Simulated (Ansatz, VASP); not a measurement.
This is a calculation of MgS for Ansatz 0.2.0.

File input.yaml:

```yaml
crystal:
  lattice:
    - [0.0, 2.8141052454, 2.8141052454]
    - [2.8141052454, 0.0, 2.8141052454]
    - [2.8141052454, 2.8141052454, 0.0]
  atoms:
    - { symbol: S, position: [0.25, 0.25, 0.25] }
    - { symbol: Mg, position: [0.0, 0.0, 0.0] }
hamiltonian:
  xc: pbe0
  pseudopotentials: { kind: paw }
kpoints:
  mp_grid: { grid: [4, 4, 4] }
scf:
  occupations: { method: fermi_dirac, width: 0.05 }
output:
  forces: true
  stress: true
  eigenvalues: true
```

Potentials or basis: Ansatz PAW.

The run is started by

```console
$ ansatz run input.yaml --threads 2 --pin off --max-ram 5632MiB --backend cpu --events-out ev --progress --plain --runs-dir out
```

Translate it to VASP 6.6.1. Potentials there: VASP PAW PBE potentials, release 64 (S, Mg).

As run (the cutoff follows the program's own potentials):

POSCAR

```
MgS
1.0
    0.0000000000      2.8141052454      2.8141052454
    2.8141052454      0.0000000000      2.8141052454
    2.8141052454      2.8141052454      0.0000000000
S Mg
1 1
Direct
    0.2500000000      0.2500000000      0.2500000000
    0.0000000000      0.0000000000      0.0000000000
```

File INCAR.step1:

```
SYSTEM = MgS
ALGO = Normal ; EDIFF = 1E-5
ENCUT = 520 ; GGA = PE
ISIF = 2 ; ISMEAR = -1
LASPH = .TRUE. ; LCHARG = .FALSE.
LREAL = .FALSE. ; LWAVE = .TRUE.
NBANDS = 11 ; NELM = 100
PREC = Accurate ; SIGMA = 0.05
```

File INCAR.step2:

```
SYSTEM = MgS
AEXX = 0.25 ; ALGO = Normal
EDIFF = 1E-6 ; ENCUT = 520
GGA = PE ; ISIF = 2
ISMEAR = -1 ; ISTART = 1
LASPH = .TRUE. ; LCHARG = .FALSE.
LHFCALC = .TRUE. ; LREAL = .FALSE.
LWAVE = .FALSE. ; NBANDS = 11
NELM = 100 ; PREC = Accurate
PRECFOCK = Normal ; SIGMA = 0.05
```

The input KPOINTS:

```
k-points
0
G
  4 4 4
  0 0 0
```

Potentials or basis: VASP PAW PBE potentials, release 64 (S, Mg).

Run with:

```bash
$ cat potpaw_PBE.64/S/POTCAR potpaw_PBE.64/Mg/POTCAR > POTCAR
$ cp INCAR.step1 INCAR
$ mpirun -np 1 vasp_std > vasp.out
$ cp INCAR.step2 INCAR
$ mpirun -np 1 vasp_std > vasp.out
```

Both were run:

|  | VASP | Ansatz | Ansatz less VASP |
| --- | --- | --- | --- |
| gap on the k mesh at the Fermi level (eV) | 5.34 | 5.33 | -0.017 |
| least direct gap on the mesh (eV) | 5.34 | 5.33 | -0.017 |
| pressure (GPa) | 0.9 | 1.2 | +0.25 |

The two sets of potentials don't hold the same shells in valence.

Caveats: the k mesh is coarse (spacing up to 0.48 Å⁻¹), so the values aren't converged, least of all with exact exchange; the PAW data sets were made with another functional, which shifts forces and pressure a little (VASP); the PAW data sets come from PBE, with cores solved anew for the run's functional, which leaves a small shift of forces and pressure (Ansatz); the thresholds are loose for stress (Ansatz). A k mesh can miss the band edges.
